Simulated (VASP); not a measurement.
# Valence-band splitting and top-hole masses of InP under biaxial (001) strain, HSE06 with spin–orbit coupling on LDA cells

The usual rule of thumb says that biaxial strain splits the top of the valence band in proportion to its size, with the heavy hole on top in compression and the light hole on top in tension. The series tests this for InP between −2 % and +2 % strain in the (001) plane. The order of the bands matters because it decides which mass a hole has along the normal and which in the plane. The second and third levels are calculated at Γ and given as depths below the highest valence level of the same strained cell, so they contain no common shift of the bands. The masses belong to the top band and are in units of the free-electron mass.

## How the numbers were made

The start is a typed prototype cell. The crystal was relaxed with LDA. Equal strain is imposed in the (001) plane; the strain along the normal is adjusted until the normal stress vanishes, and the atoms are relaxed with LDA. VASP 6.6.1, plane waves with PAW, cutoff 450 eV, no spin polarisation. Band edges are single points at HSE06 with spin-orbit coupling on these cells, k mesh 5×5×5, read on short lines of k points at the zone centre and through the valleys; energies are counted from the valence-band top at the zone centre. Each level is the mean of a Kramers pair; masses are fitted within 0.05 1/Å of the zone centre and are rough where two bands nearly touch. All levels use the PAW data sets made with LDA.

Notes on method and selection:

- Runs that did not converge, have known faults or may not be shown are not listed, and runs on Ansatz's PAW sets soft_1 and soft_2 are kept to separate tables.

Columns:

- strain (%): strain in the plane (tension positive).
- second level (eV): second valence level below the top at Γ.
- third level (eV): third valence level below the top at Γ.
- mass, normal (mₑ): mass of the top hole band along the normal.
- mass, plane (mₑ): mass of the top hole band in the plane.

## The series

| member | sign of the strain | strain (%) | second level (eV) | third level (eV) | mass, normal (mₑ) | mass, plane (mₑ) |
| --- | --- | --- | --- | --- | --- | --- |
| −2 % | compression | −2.0 | 0.05720 | 0.282 | 0.388 | 0.162 |
| −1 % | compression | −1.0 | 0.04490 | 0.178 | 0.399 | 0.163 |
| −0.5 % | compression | −0.5 | 0.02850 | 0.140 | 0.402 | 0.170 |
| 0 % | compression | 0.0 | 4.00×10⁻⁴ | 0.116 | 0.381 | 0.402 |
| 0 % | tension | 0.0 | 4.00×10⁻⁴ | 0.116 | 0.381 | 0.402 |
| +0.5 % | tension | 0.5 | 0.03910 | 0.142 | 0.089 | 0.322 |
| +1 % | tension | 1.0 | 0.08240 | 0.180 | 0.096 | 0.345 |
| +2 % | tension | 2.0 | 0.1710 | 0.264 | 0.088 | 0.365 |

Least-squares fits to the whole series, with x = strain (%); R² and errors in the fitted variable (y, or ln y where the fit is in ln y):

| y | sign of the strain | members | fit | R² | rms residual | leave-one-out rms | the same for the mean of the others |
| --- | --- | --- | --- | --- | --- | --- | --- |
| third level (eV) | compression | 4 | y = 0.1048 − 0.08480 x | 0.98 | 0.0096 | 0.028 | 0.085 |
| third level (eV) | tension | 4 | y = 0.1096 + 0.07531 x | 0.99 | 0.0052 | 0.015 | 0.075 |
| second level (eV) | compression | 4 | y = 0.009180 − 0.02694 x | 0.88 | 0.0075 | 0.022 | 0.028 |
| second level (eV) | tension | 4 | y = −0.001840 + 0.08579 x | 1.00 | 0.0018 | 0.0050 | 0.085 |

## Mechanism

The rule gives the right order of the bands but fails on proportionality. At 2 % strain the second level lies 0.171 eV below the top in tension and only 0.0572 eV in compression. From compression to tension at 1 %, the top-band mass falls from 0.399 to 0.096 along the normal and rises from 0.163 to 0.345 in the plane.

The model assumes three p-like valence states, a fixed spin–orbit splitting $\Delta$, and a strain term $Q = cx$, with $x$ the strain in per cent. Tension turns the bonds towards the plane, which raises $p_z$ above $p_x, p_y$ by $3Q$.

1. The states with $m=\pm3/2$ contain only $p_x$ and $p_y$. Counted from the unstrained top, without the common shift, they lie at $E_{3/2}=-Q$.
2. The two pairs with $m=\pm1/2$ lie at $Q$ and $-\Delta$ and are coupled by $\sqrt2\,Q$. This gives $E_\pm=\tfrac12(Q-\Delta\pm S)$ with $S=\sqrt{\Delta^2+2\Delta Q+9Q^2}$.
3. The splitting of the top pair is $D=E_+-E_{3/2}=\tfrac12(3Q-\Delta+S)$. For small strain $D\approx 2Q+2Q^2/\Delta$.

The second level lies at $|D|$. The third lies at $S$ in tension and at $S+|D|$ in compression. The quadratic term is the repulsion between the two $m=\pm1/2$ pairs, which pushes the upper one up for either sign of strain. In tension that state is the top and the splitting widens; in compression it is the second level and the splitting narrows.

The masses follow from the share of the p orbital that points along the motion, since this part couples to the s-like conduction band and makes the hole light. In compression the share is zero along the normal and one half in the plane. In tension it is at least two thirds along the normal and at most one sixth in the plane. The four groups of masses in the strained rows fall in this order.

## Testing the model

The member at 0 % fixes $\Delta = 0.116$ eV; its remaining splitting of 0.0004 eV is neglected. The third level at +1 %, 0.180 eV, fixes the strain term:

$c = (\sqrt{9 × 0.180^2 - 8 × 0.116^2} - 0.116)/9 = 0.0348$ eV per per cent.

**+2 %**, $Q = 0.0348 × 2 = 0.0696$ eV:

- $S = \sqrt{0.116^2 + 2 × 0.116 × 0.0696 + 9 × 0.0696^2} = 0.271$ eV; the table has 0.264 eV for the third level.
- $D = (3 × 0.0696 - 0.116 + 0.271)/2 = 0.182$ eV; the table has 0.171 eV for the second.

**−0.5 %**, $Q = -0.0348 × 0.5 = -0.0174$ eV:

- $S = \sqrt{0.116^2 - 2 × 0.116 × 0.0174 + 9 × 0.0174^2} = 0.1102$ eV.
- $|D| = (0.116 + 3 × 0.0174 - 0.1102)/2 = 0.0290$ eV; the table has 0.0285 eV.
- Third level: $0.1102 + 0.0290 = 0.139$ eV; the table has 0.140 eV.

**−1 %**, $Q = -0.0348$ eV:

- $S = \sqrt{0.116^2 - 2 × 0.116 × 0.0348 + 9 × 0.0348^2} = 0.1276$ eV.
- $|D| = (0.116 + 3 × 0.0348 - 0.1276)/2 = 0.0464$ eV; the table has 0.0449 eV.
- Third level: $0.1276 + 0.0464 = 0.174$ eV; the table has 0.178 eV.

**−2 %**, $Q = -0.0696$ eV:

- $S = \sqrt{0.116^2 - 2 × 0.116 × 0.0696 + 9 × 0.0696^2} = 0.2023$ eV.
- $|D| = (0.116 + 3 × 0.0696 - 0.2023)/2 = 0.0613$ eV; the table has 0.0572 eV.
- Third level: $0.2023 + 0.0613 = 0.264$ eV; the table has 0.282 eV.

At +0.5 % the same sums give 0.039 and 0.142 eV, as in the table. At +1 % the second level, which was not used to fix the model, comes out at 0.084 eV against 0.0824 eV.

## Residuals

Largest departures from the fit to the whole series:

| member | sign of the strain | third level (eV) | fit | computed − fit | in rms residuals |
| --- | --- | --- | --- | --- | --- |
| 0 % | tension | 0.116 | 0.110 | +0.006 | 1.2 |
| −1 % | compression | 0.178 | 0.190 | −0.012 | 1.2 |
| 0 % | compression | 0.116 | 0.105 | +0.011 | 1.2 |
| +0.5 % | tension | 0.142 | 0.147 | −0.005 | 1.0 |

Up to 1 % strain of either sign the model stays within about 0.004 eV of the table. At 2 % it departs clearly. In compression it puts the third level 0.018 eV too close to the top and the second 0.004 eV too deep. In tension both levels come out too deep, the second by 0.011 eV and the third by 0.007 eV.

The weakest assumption is probably that of a strain term linear in $x$ beside a fixed $\Delta$. A smaller $Q$ at +2 % would move both levels the right way. At −2 % a larger $|Q|$ would mend the third level but push the second still deeper, so a changed $Q$ alone is not enough there. A spin–orbit part that changes with strain, or mixing with bands outside the model, could account for the rest. Elastic non-linearity is not the cause, because the strain along the normal is slightly larger in size in tension, where a smaller $Q$ is needed.

The masses at 0 %, 0.381 and 0.402, fit neither strained pattern. The top two levels nearly touch there, and the fit evidently follows the heavier branch in both directions. Their small difference is consistent with the slight tetragonal distortion left in that cell.

## Conclusions

Between −2 % and +2 % two parameters give the second level with an rms miss of 0.005 eV and the third with 0.009 eV, counted over the strained members whose level was not used to fix them. The mean of the other members on the same side of zero strain misses by 0.028 to 0.085 eV. A straight line serves for the second level in tension, but in compression it does little better than the mean. "Heavy" and "light" describe the motion along the normal; in the plane the roles are exchanged.

Confinement in a thin layer is left out. Hard walls a distance $L$ apart lower a hole level by $\pi^2\hbar^2/(2mL^2)$, with $m$ the mass along the normal. For walls 4 nm apart, a light mass of 0.09 from the rows in tension and a heavy mass of 0.39 borrowed from those in compression, the light hole is pushed down by roughly 0.2 eV more than the heavy one. That is enough to cancel the splitting at +2 %, though real, softer walls give less.
